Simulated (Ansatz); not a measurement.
# TiSi2As4 monolayer in a perpendicular field

What dipole does a perpendicular field induce in the TiSi2As4 monolayer? A positive field points along +c.

Method: plane-wave DFT, PBE-D3(BJ), Ansatz PAW, in Ansatz 0.2.0.

### 1. Set-up

The cell holds 7 atoms: 4 As, 2 Si and 1 Ti. Its edges and angles: a = 3.630 Å, b = 3.630 Å, c = 49.195 Å, α = 90.0°, β = 90.0°, γ = 120.0°. Vacuum lies along c.

### 2. Relaxing the slab

The starting cell is a guess, so the in-plane lattice and the atoms are relaxed first, with the slab cut off from its images along the normal.

Input file input.yaml:

```yaml
crystal:
  lattice:
    - [3.63, 0.0, 0.0]
    - [-1.815, 3.1436722157, 0.0]
    - [0.0, 0.0, 49.1950835233]
  atoms:
    - { symbol: As, position: [0.0, 0.0, 0.4075610521] }
    - { symbol: Si, position: [0.3333333333, 0.6666666667, 0.4230498179] }
    - { symbol: As, position: [0.3333333333, 0.6666666667, 0.4683795509] }
    - { symbol: Ti, position: [0.0, 0.0, 0.5] }
    - { symbol: As, position: [0.3333333333, 0.6666666667, 0.5316204491] }
    - { symbol: Si, position: [0.3333333333, 0.6666666667, 0.5769501821] }
    - { symbol: As, position: [0.0, 0.0, 0.5924389479] }
  periodic: [true, true, false]
kpoints:
  mp_grid: { grid: [12, 12, 1] }
hamiltonian:
  xc: pbe
  dispersion: d3bj
scf:
  occupations: { method: fermi_dirac, width: 0.05 }
  convergence: { dr2_threshold: 1.0e-09 }
relax:
  f_tol: 0.004
  max_steps: 90
  cell: {}
output:
  write_potential: true
  write_density: true
  volumetric_format: npy
```

Started as:

```
ansatz run input.yaml --threads 4 --pin off --max-ram 6144MiB --backend cpu --events-out ev --progress --plain --runs-dir out
```

Numbers of over 12 decimals in the logs are rounded to 6 here.

Log:

```text
Warning: relax.cell: scf.convergence.dr2_threshold = 1e-9 eV is looser than the 1.91979526068e-10 eV advised for a relaxation that steers and ends on the stress (1e-10 eV for each atom of the cell: 7, times the square of relax.cell.stress_2d_tol = 0.05 N/m over 19.1 Å (the atoms' height at the walk's start and 5 Å past either face), 2.618e-2 GPa, over a crystal's default 0.05). What an SCF threshold leaves in a stress goes as its square root, and in the free energy as the threshold itself, and one threshold admits the most on a small cell: [figures from the program's tests cut] Set scf.convergence.dr2_threshold to 1.91979526068e-10 eV or tighter. [rest of the remark cut]
Engine: ansatz 0.2.0, x86_64-unknown-linux-gnu
Pseudopotentials: kind: paw
Pseudopotential: As, paw, valence charge 15, recommended cutoff 420 eV (normal), As.paw.azcp
Pseudopotential: Si, paw, valence charge 4, recommended cutoff 420 eV (normal), Si.paw.azcp
Pseudopotential: Ti, paw, valence charge 12, recommended cutoff 420 eV (normal), Ti.paw.azcp
Functional definition: PBE
  parameter kappa = 0.804
  parameter beta = 0.066725
  exchange = pbe_x(kappa = kappa, mu = beta*pi^2/3)
  correlation = pbe_c(beta = beta)
Crystal: 7 atoms, lattice volume = 561.391 Å³
Basis set: ecut = 420 eV, 10833 PW (Γ), exchange–correlation on 50×50×720 points (8 copies of the dense FFT grid, shifted against one another)
Bands: 48, of which v1, the nominal top of the filled ones, is band 40 counted from 1 (39 counted from 0)
Symmetry: 12 space group operations
Space group: P-6m2 (ITA 187), of the structure as read, at distance tolerance 8.2e-5 Å
k-points: 19 of 144 (time reversal used)
Non-local potential: As, projectors of the file, l = 0: 2, l = 1: 2, l = 2: 3, l = 3: 1
Non-local potential: Si, projectors of the file, l = 0: 2, l = 1: 2, l = 2: 2
Non-local potential: Ti, projectors of the file, l = 0: 3, l = 1: 2, l = 2: 3, l = 3: 1
PAW form: soft (Blöchl's): semilocal exchange-correlation on the pseudo side does not see the compensation charge
PAW one-centre angular grid: As, 590 points (default); XC on 64 Gauss nodes
PAW one-centre angular grid: Si, 110 points (default); XC on 64 Gauss nodes
PAW one-centre angular grid: Ti, 590 points (default); XC on 64 Gauss nodes
Initial density: superposition of atomic densities (neutral atoms: chi_scale 0, normalization atom), corrected by the library's trained network
Initial wavefunctions: pseudopotential atomic-orbital guess
Functional: x = pbe(κ = 0.804, μ = 0.219515), c = pbe(β = 0.066725)
SCF iter   1: F=—  HF=-23198.410207 eV  |F-HF|=—  |Δ(HF+E_count)|=         —  Δρ=4.13e-3  dr2=3.23e-1  ethr=1.77e-3  ⟨swp⟩=14.2  Hψ=5225  notcnv=0  defer=10
preconditioner: auto → LDOS  [metal: Δε(μ)=0.063 eV  Ē_g=7.755 eV  σ=0.050 eV  W_gap=0.30  n_scr=30 (ndim 8)  ℏωp=8.9 eV  f_vac=0.737  D(μ)=1.45/eV (n_scr^D=10)  β→1.0]
SCF iter   2: F=—  HF=-23198.444840 eV  |F-HF|=—  |Δ(HF+E_count)|=   3.46e-2  Δρ=4.55e-3  dr2=9.61e-1  ethr=4.04e-4  ⟨swp⟩=4.7  Hψ=1834  notcnv=0  defer=30  recentre
SCF iter   3: F=—  HF=-23198.380632 eV  |F-HF|=—  |Δ(HF+E_count)|=   6.42e-2  Δρ=1.61e-3  dr2=5.29e-2  ethr=4.04e-4  ⟨swp⟩=4.2  Hψ=1542  notcnv=0  defer=30
SCF iter   4: F=—  HF=-23198.376907 eV  |F-HF|=—  |Δ(HF+E_count)|=   3.73e-3  Δρ=4.35e-4  dr2=3.71e-3  ethr=6.62e-5  ⟨swp⟩=3.3  Hψ=1534  notcnv=0  defer=24
SCF iter   5: F=—  HF=-23198.376138 eV  |F-HF|=—  |Δ(HF+E_count)|=   7.69e-4  Δρ=1.22e-4  dr2=3.00e-4  ethr=4.64e-6  ⟨swp⟩=3.0  Hψ=1397  notcnv=0  defer=24
SCF iter   6: F=—  HF=-23198.376120 eV  |F-HF|=—  |Δ(HF+E_count)|=   1.78e-5  Δρ=3.92e-5  dr2=1.25e-5  ethr=3.75e-7  ⟨swp⟩=3.5  Hψ=1690  notcnv=0  defer=24
SCF iter   7: F=—  HF=-23198.376121 eV  |F-HF|=—  |Δ(HF+E_count)|=   5.81e-7  Δρ=1.73e-5  dr2=3.76e-6  ethr=1.56e-8  ⟨swp⟩=3.6  Hψ=2030  notcnv=0  defer=24
SCF iter   8: F=—  HF=-23198.376140 eV  |F-HF|=—  |Δ(HF+E_count)|=   1.96e-5  Δρ=5.38e-6  dr2=2.29e-7  ethr=4.70e-9  ⟨swp⟩=3.4  Hψ=1877  notcnv=0  defer=24
SCF iter   9: F=—  HF=-23198.376140 eV  |F-HF|=—  |Δ(HF+E_count)|=   9.90e-8  Δρ=1.68e-6  dr2=1.61e-8  ethr=2.86e-10  ⟨swp⟩=3.1  Hψ=1885  notcnv=0  defer=24
SCF iter  10: F=—  HF=-23198.376140 eV  |F-HF|=—  |Δ(HF+E_count)|=   1.68e-8  Δρ=6.21e-7  dr2=5.04e-9  ethr=2.01e-11  ⟨swp⟩=3.9  Hψ=2087  notcnv=0  defer=24
SCF iter  11: F=-23198.376140 eV  HF=-23198.376140 eV  |F-HF|=1.87e-9  |Δ(HF+E_count)|=   4.26e-9  Δρ=1.26e-7  dr2=1.38e-10  ethr=1.25e-12  ⟨swp⟩=9.9  Hψ=7247  notcnv=0
SCF 1 converged in 11 iterations: F = -23198.376140 eV  dr2 = 1.38e-10
  greatest PAW one-centre occupation: 0.999 electrons in one spin orbital (limit 2), on the As atom at site 4 (counted from 0), in its partial waves of l = 2
relax step   1: F+E_penalty+E_count = -23198.37614038 eV  Δ(F+E_penalty+E_count) = +0.000e0 eV  max|allowed force component| = 3.221e0 eV/Å  Δτ_max = 0.0000 Å  P = +8.769 N/m  Ω = 561.391 Å³  fix = [c, alpha, beta]  reactions: c +0.000 N/m  (11 SCF iters, accepted)
Crystal: 7 atoms, lattice volume = 560.955 Å³
Basis set: ecut = 420 eV, 10821 PW (Γ), exchange–correlation on 50×50×720 points (8 copies of the dense FFT grid, shifted against one another)
Initial density: handed on by an earlier stage of this run
Initial wavefunctions: those handed on with the density
iter 1 solved again at ethr=4.06e-4 eV; its pass at ethr=3.10e-3 eV (dr2=3.25e-1 eV) is discarded
SCF iter   1: F=—  HF=-23199.658711 eV  |F-HF|=—  |Δ(HF+E_count)|=         —  Δρ=6.24e-3  dr2=3.25e-1  ethr=4.06e-4  ⟨swp⟩=2.9  Hψ=5252  notcnv=0
preconditioner: auto → LDOS  [metal: Δε(μ)=0.039 eV  Ē_g=7.662 eV  σ=0.050 eV  W_gap=0.19  n_scr=30 (ndim 8)  ℏωp=8.9 eV  f_vac=0.728  D(μ)=1.24/eV (n_scr^D=8)  β→1.0]
SCF iter   2: F=—  HF=-23199.683452 eV  |F-HF|=—  |Δ(HF+E_count)|=   2.47e-2  Δρ=4.67e-3  dr2=4.73e-1  ethr=4.06e-4  ⟨swp⟩=5.5  Hψ=1971  notcnv=0  defer=1
SCF iter   3: F=—  HF=-23199.610239 eV  |F-HF|=—  |Δ(HF+E_count)|=   7.32e-2  Δρ=1.63e-3  dr2=1.02e-1  ethr=4.06e-4  ⟨swp⟩=4.4  Hψ=1870  notcnv=0  defer=33
SCF iter   4: F=—  HF=-23199.593524 eV  |F-HF|=—  |Δ(HF+E_count)|=   1.67e-2  Δρ=5.19e-4  dr2=3.38e-3  ethr=1.28e-4  ⟨swp⟩=3.5  Hψ=1502  notcnv=0  defer=33
SCF iter   5: F=—  HF=-23199.592938 eV  |F-HF|=—  |Δ(HF+E_count)|=   5.86e-4  Δρ=1.23e-4  dr2=9.76e-5  ethr=4.23e-6  ⟨swp⟩=3.0  Hψ=1348  notcnv=0  defer=33
SCF iter   6: F=—  HF=-23199.592928 eV  |F-HF|=—  |Δ(HF+E_count)|=   1.07e-5  Δρ=4.14e-5  dr2=1.59e-5  ethr=1.22e-7  ⟨swp⟩=3.4  Hψ=1669  notcnv=0  defer=33
SCF iter   7: F=—  HF=-23199.592922 eV  |F-HF|=—  |Δ(HF+E_count)|=   5.26e-6  Δρ=1.34e-5  dr2=1.16e-6  ethr=1.98e-8  ⟨swp⟩=2.9  Hψ=1687  notcnv=0  defer=33
[...]
SCF iter   9: F=—  HF=-23199.750149 eV  |F-HF|=—  |Δ(HF+E_count)|=   6.13e-8  Δρ=7.67e-7  dr2=6.23e-9  ethr=7.43e-11  ⟨swp⟩=3.0  Hψ=1801  notcnv=0  defer=28
SCF iter  10: F=-23199.750149 eV  HF=-23199.750149 eV  |F-HF|=2.23e-9  |Δ(HF+E_count)|=   1.82e-9  Δρ=2.68e-7  dr2=6.27e-10  ethr=1.25e-12  ⟨swp⟩=11.9  Hψ=6855  notcnv=0
SCF 3 converged in 10 iterations: F = -23199.750149 eV  dr2 = 6.27e-10
relax step   3: F+E_penalty+E_count = -23199.75014878 eV  Δ(F+E_penalty+E_count) = -1.572e-1 eV  max|allowed force component| = 2.093e-1 eV/Å  Δτ_max = 0.1983 Å  P = +1.083 N/m  Ω = 559.678 Å³  energy of the carried Pulay correction = +6.076e-5 eV  fix = [c, alpha, beta]  reactions: c +0.000 N/m  (10 SCF iters, accepted)
[...]
relax step   4: F+E_penalty+E_count = -23199.75852504 eV  Δ(F+E_penalty+E_count) = -8.376e-3 eV  max|allowed force component| = 6.770e-2 eV/Å  Δτ_max = 0.0167 Å  P = +0.214 N/m  Ω = 566.036 Å³  energy of the carried Pulay correction = -1.638e-4 eV  fix = [c, alpha, beta]  reactions: c +0.000 N/m  (8 SCF iters, accepted)
[...]
relax step   5: F+E_penalty+E_count = -23199.75900055 eV  Δ(F+E_penalty+E_count) = -4.755e-4 eV  max|allowed force component| = 8.141e-3 eV/Å  Δτ_max = 0.0051 Å  P = -0.007 N/m  Ω = 567.609 Å³  energy of the carried Pulay correction = -2.189e-4 eV  fix = [c, alpha, beta]  reactions: c -0.000 N/m  (8 SCF iters, accepted)
[...]
relax step   6: F+E_penalty+E_count = -23199.75900983 eV  Δ(F+E_penalty+E_count) = -9.287e-6 eV  max|allowed force component| = 4.294e-3 eV/Å  Δτ_max = 0.0011 Å  P = +0.015 N/m  Ω = 567.507 Å³  energy of the carried Pulay correction = -2.153e-4 eV  fix = [c, alpha, beta]  reactions: c +0.000 N/m  (6 SCF iters, accepted)
[...]
relax step   7: F+E_penalty+E_count = -23199.75900918 eV  Δ(F+E_penalty+E_count) = +6.517e-7 eV  max|allowed force component| = 8.803e-5 eV/Å  Δτ_max = 0.0003 Å  P = +0.001 N/m  Ω = 567.567 Å³  energy of the carried Pulay correction = -2.174e-4 eV  fix = [c, alpha, beta]  reactions: c +0.000 N/m  (6 SCF iters, accepted)
Initial wavefunctions: pseudopotential atomic-orbital guess (no wavefunctions were taken with the density)
iter 1 solved again at ethr=1.52e-6 eV; its pass at ethr=3.10e-3 eV (dr2=1.22e-3 eV) is discarded
SCF iter   1: F=—  HF=-23199.758760 eV  |F-HF|=—  |Δ(HF+E_count)|=         —  Δρ=2.74e-5  dr2=1.24e-7  ethr=1.52e-6  ⟨swp⟩=5.3  Hψ=7633  notcnv=0
eigensolver tolerance schedule: the retry pair's looser diagonalisation over-reported the residual by 9857.55 of it (diagonalisation noise at an unbounded share of the residual, at the tolerance the schedule requests for it); recorded, not acted on — ethr = c·dr2/N_el stays at c = 1.0e-1
SCF iter   2: F=—  HF=-23199.759218 eV  |F-HF|=—  |Δ(HF+E_count)|=   4.58e-4  Δρ=2.80e-6  dr2=1.21e-7  ethr=1.55e-10  ⟨swp⟩=5.4  Hψ=3260  notcnv=0
SCF iter   3: F=—  HF=-23199.759208 eV  |F-HF|=—  |Δ(HF+E_count)|=   9.78e-6  Δρ=2.04e-6  dr2=7.38e-8  ethr=1.52e-10  ⟨swp⟩=2.8  Hψ=1688  notcnv=0
SCF iter   4: F=—  HF=-23199.759215 eV  |F-HF|=—  |Δ(HF+E_count)|=   7.08e-6  Δρ=8.41e-7  dr2=6.89e-9  ethr=9.22e-11  ⟨swp⟩=3.0  Hψ=1366  notcnv=0
SCF iter   5: F=-23199.759218 eV  HF=-23199.759218 eV  |F-HF|=5.40e-7  |Δ(HF+E_count)|=   2.11e-6  Δρ=2.37e-7  dr2=1.57e-10  ethr=1.25e-12  ⟨swp⟩=13.4  Hψ=7880  notcnv=0
SCF 8 converged in 5 iterations: F = -23199.759218 eV  dr2 = 1.57e-10
relax step   8: F+E_penalty+E_count = -23199.75921805 eV  Δ(F+E_penalty+E_count) = -2.089e-4 eV  max|allowed force component| = 6.971e-5 eV/Å  Δτ_max = 0.0000 Å  P = +0.001 N/m  Ω = 567.567 Å³  fix = [c, alpha, beta]  reactions: c +0.000 N/m  stress off target by 1.44e-3 N/m on what of the cell is left free  SCF on the basis re-selected at this cell (its energy is not comparable with the rows above)  (5 SCF iters)
basis re-selected at this cell: Δ(F+E_penalty+E_count) = -2.089e-4 eV, ΔP = +0.001 N/m vs the last step (what re-selecting the basis moved, of the pressure what is left beyond the Pulay correction that the steps carried, after the strain that the cell walked since its last selection, with what the two solves' SCF thresholds leave and, on support functions, any second-order correction that the steps lacked; it is no m [...]
WARN: The output density's exchange-correlation potential varies sharply where the density is thin. Do not read a vacuum level from v_tot or v_xc, or from such a field of the output density. On a cell that repeats whose density bears no net charge and no dipole along the vacuum's axis use v_es (v_loc + v_h of the components); under efield.dipole_correction with no amplitude use v_es + v_field, which holds any externa [...]
SCF converged after 5 iterations
Free energy (F): -23199.759218 eV
Harris-Foulkes:  -23199.759218 eV  (|F-HF|=5.40e-7)
Internal energy: -23199.748587 eV  (E = F + TS)
E sigma→0 (E₀):  -23199.753903 eV
Entropy (-TS):   -0.010631 eV (-1.519 meV/atom)
Fermi energy:    -5.048226 eV
--- Per-component energies (eV) ---
  E_band       = -2275.570328
  E_kinetic    = 768.060613
  E_local      = -429473.101082  (includes V_loc(G=0)·N_el)
  E_nonlocal   = -2623.130862
  E_hartree    = 214416.918802
  E_xc         = -526.129001
  E_vxc        = -534.273795  (∫ρ·V_xc dr)
  E_paw        = -9413.426089  (= ΣΔE_a)
  E_vpaw       = 753.038374  (= ΣTr[D̂ρ^β])
  E_aug_tail   = 0.000190  (compensation charges beyond the density's cutoff)
  E_ewald      = 203653.465813
  E_disp       = -2.406969  (pairwise vdW)
  E_smearing   = -0.010631  (= −TS)
  E_closure    = 0.000000  (closes the sum)
  Σ components = -23199.759218   (vs F -23199.759218, Δ=0.00e0)
--- Forces (eV/Å), atoms counted from 1 ---
  atom   1  As     0.00000000     0.00000000    -0.00005959
  atom   2  Si     0.00000000     0.00000000     0.00004446
  atom   3  As     0.00000000     0.00000000    -0.00006971
  atom   4  Ti    -0.00000000     0.00000000    -0.00000000
  atom   5  As     0.00000000     0.00000000     0.00006971
  atom   6  Si     0.00000000     0.00000000    -0.00004446
  atom   7  As    -0.00000000     0.00000000     0.00005959
  max |Σ_I F_I| component: 8.44e-17 eV/Å
--- 2D stress c σ (N/m, compression-positive) ---
        0.001445       0.000000       0.000000
        0.000000       0.001445       0.000000
        0.000000       0.000000       0.000000
  P = ½ c Tr σ = 0.0014 N/m
--- Band table (eV; the first three rows and the last of 19) ---
  k-point 0: bands = [... 36 lower, -5.6354, -5.6354, -4.9848, -4.9848, -4.3375, -2.7217, -2.6732, -2.2952, ... 4 higher]
  k-point 1: bands = [... 36 lower, -5.9215, -5.7750, -5.1430, -5.0908, -4.3058, -2.6094, -2.5260, -2.1437, ... 4 higher]
  k-point 2: bands = [... 36 lower, -6.0184, -5.8838, -5.5982, -5.3511, -4.4075, -2.9430, -2.9270, -2.1979, ... 4 higher]
  k-point 18: bands = [... 36 lower, -7.5448, -7.5380, -6.4451, -5.7601, -4.1549, -3.5130, -3.4496, -3.1162, ... 4 higher]
  the weakly bound empty levels are not read free of the cell's end (no_gap_told)
--- Relaxed structure (7 steps of the walk, 7 accepted, 1 SCFs on fresh bases) ---
  F+E_penalty+E_count = -23199.75921805 eV   max|allowed force component| = 6.971e-5 eV/Å   (the final SCF, on the basis selected at the relaxed cell)
  cell:  # Å, volume = 567.5668 Å³
    - [3.649912, 0, 0.0]
    - [-1.824956, 3.160916, 0.0]
    - [0.0, 0.0, 49.1950835233]
  atoms:
    - { symbol: As, position: [1.057355261855499e-17, -5.135725556199062e-17, 0.399924] }
    - { symbol: Si, position: [0.333333, 0.666667, 0.422286] }
    - { symbol: As, position: [0.333333, 0.666667, 0.469844] }
    - { symbol: Ti, position: [1.0573552618554996e-17, -5.135725556199062e-17, 0.500000] }
    - { symbol: As, position: [0.333333, 0.666667, 0.530156] }
    - { symbol: Si, position: [0.333333, 0.666667, 0.577714] }
    - { symbol: As, position: [1.057355261855499e-17, -5.135725556199062e-17, 0.600076] }
```

Run time: 90 s. Hardware: 4 threads of Intel Xeon Platinum 8488C (Sapphire Rapids), shared host; peak memory 1.3 GiB.

Step by step:

```
step  energy less that of the first step (eV)  largest force component (eV/Å)  volume (Å³)
   1                                   0.0000                          3.2210       561.39
   2                                  -1.2168                          0.9947       560.96
   3                                  -1.3740                          0.2093       559.68
   4                                  -1.3824                          0.0677       566.04
   5                                  -1.3829                          0.0081       567.61
   6                                  -1.3829                          0.0043       567.51
   7                                  -1.3829                          0.0001       567.57
  8*                                  -1.3831                          0.0001       567.57
```

Relaxation steps marked * repeat the geometry before them on a plane-wave basis chosen anew for their cell, so energy and pressure can jump there.

Forces are held to the 12 operations that the run works with; a distortion that breaks them can't arise in this run.

```csv
cell as run,before,after,change
a (Å),3.630,3.650,+0.5 %
b (Å),3.630,3.650,+0.5 %
```

The atoms that moved most (Å, along periodic axes as changes of fractional coordinates times the final cell, across vacuum about the mean position):

```csv
atom,dx,dy,dz,length
As7,0.000,0.000,0.376,0.376
As1,0.000,0.000,-0.376,0.376
As5,0.000,0.000,-0.072,0.072
As3,0.000,0.000,0.072,0.072
Si6,0.000,0.000,0.038,0.038
Si2,0.000,0.000,-0.038,0.038
```

This step gave:

```
energy at zero smearing : -23199.7539 eV
```

The lattice constant a goes from 3.630 to 3.650 Å.

(Continued in part 2 of 2.)

[Logs are printed without paths, hosts, clocks, repeated set-up lines and the standing remarks that a program may print on its own settings, such as how far it seeks lower states.]

[Hosts, paths, dates, database ids (printed as entryN), source tags and the programs' standing remarks are cut or masked in the printed files.]

[Maps of the electrostatic potential energy from Ansatz leave out the sawtooth potential of an applied field or a dipole correction, so their vacuum need not be flat; planar profiles and work functions include it.]
